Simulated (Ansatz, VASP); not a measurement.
**WC in VASP and in Ansatz**

```
W C
1.0
     0.00000    2.17275    2.17275
     2.17275    0.00000    2.17275
     2.17275    2.17275    0.00000
W C
1 1
Direct
  0.00000 0.00000 0.00000
  0.50000 0.50000 0.50000
```

Alike in both runs: functional PBEsol; k mesh 11 × 11 × 11; no spin polarisation.

Ansatz relaxed the structure, and its values are those at the end. VASP's run is a single point on that final structure, the one shown.

|  | VASP | Ansatz |
| --- | --- | --- |
| version | VASP 6.6.1 | Ansatz 0.2.0 |
| potentials or method | VASP PAW PBE potentials, release 64 (W_sv, C) | plane waves, PAW |
| plane-wave cutoff (eV) | 520 | 544 |
| occupations | methfessel-paxton of order 1, width 0.05 eV | cold, width 0.05 eV |
| valence electrons in the cell | 18 | 18 |

```csv
,VASP,Ansatz,Ansatz less VASP
pressure (GPa),1.1,0.0,-1.15
```

Caveats: the PAW data sets were made with another functional, which shifts forces and pressure a little (VASP). Spin-orbit coupling is left out, which matters for the levels of W.
